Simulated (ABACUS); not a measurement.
Runs of ABACUS 3.10.1 on GaN. The structure is hexagonal, space group P6_3mc (No. 186). The conventional cell has a = 3.180 Å, b = 3.180 Å, c = 5.166 Å, α = 90.00°, β = 90.00°, γ = 120.00°. Ga (site symmetry 3m) has 4 N at 1.94 to 1.95 Å as nearest neighbours. N (site symmetry 3m) is surrounded by 4 Ga at 1.94 to 1.95 Å. 

```tsv
task	level	potentials or basis	spin	cell	k mesh	cutoff (eV)	radial cutoff of the potentials (pseudo_rcut)	SCF threshold on the density	eigensolver	mixing share	symmetry key	mesh quality	gap on the mesh (eV)	pressure (GPa)	largest force (eV/Å)
single point	PBE	Ansatz NC PBE, DZP LCAO (the cutoffs set its grid)	off	as given	9 × 9 × 5	1361	10 bohr	1e-07	genelpa	0.7	1	not flagged	2.36	(c)	0.13
single point	r2SCAN	SG15 ONCV 1.2 PBE, plane waves	off	as given	6 × 6 × 3	1320	10 bohr	1e-08	dav	0.7	1	not flagged	2.12	(b)	0.12
relaxation of cell and atoms	r2SCAN	SG15 ONCV 1.2 PBE, plane waves	off	relaxed	6 × 6 × 3	1320	10 bohr	1e-08	dav	0.7	1	not flagged	2.15	0.0	0.01
single point	PBE	PseudoDojo NC SR 0.5 PBE standard, TZDP LCAO (the cutoffs set its grid)	off	as given	9 × 9 × 5	1361	10 bohr	1e-07	scalapack_gvx	0.7	1	not flagged	(a)	8.1	0.15
single point	PBEsol	PseudoDojo NC SR 0.4.1 PBEsol standard, plane waves	off	as given	10 × 10 × 5	1143	7 bohr	1e-08	dav	0.7	1	not flagged	1.95	1.2	0.14
```

Alike in all rows: smearing fermi-dirac 0.05 eV.

Problem. Fill in the values left out.

Solution. (a) 2.03; (b) -1.2; (c) 9.7.

Caveats: an odd mesh through Γ misses points on the zone boundary, where band edges often lie; the atomic orbitals were generated for these runs and aren't a published set (some runs); the basis of atomic orbitals isn't converged, which shifts pressures, moduli and gaps (some runs); the potentials were made for another functional, which shifts forces and pressure (some runs); there are fewer bands than atomic start orbitals, so a level may be missed at k points of high symmetry (some runs).

A k mesh can miss the band edges, and the runs leave out spin-orbit coupling on Ga.

Not every run made on this cell is shown here.
